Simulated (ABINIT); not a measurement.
Crystal: Rh.

```
Rh
1.0
     0.00000    1.89785    1.89785
     1.89785    0.00000    1.89785
     1.89785    1.89785    0.00000
Rh
1
Direct
  0.00000 0.00000 0.00000
```

Base run:

```yaml
Program: ABINIT 10.8.3 (patched build)
Functional: PBEsol
Potentials_or_basis: JTH PAW PBE v2.0
Cutoff: 544 eV
k_mesh: 12 × 12 × 12
Occupations: fermi-dirac, width 0.05 eV
Spin: no spin polarisation
```

Its results: band gap on the k mesh none (metal or under the smearing width); pressure -3.3 GPa.

Question: After a change of settings the same cell gave: band gap on the k mesh none (metal or under the smearing width); pressure 7.9 GPa. Which change was it?
A. functional from PBEsol to revPBE
B. functional from PBEsol to WC
C. functional from PBEsol to PW91
D. functional from PBEsol to rPW86PBE

Answer: C.

PW91 binds less tightly than PBEsol, so the same cell stands under more pressure.

Caveats: the PAW data sets were made with another functional, which shifts forces and pressure a little.

Runs at the PBE level aren't shown here.
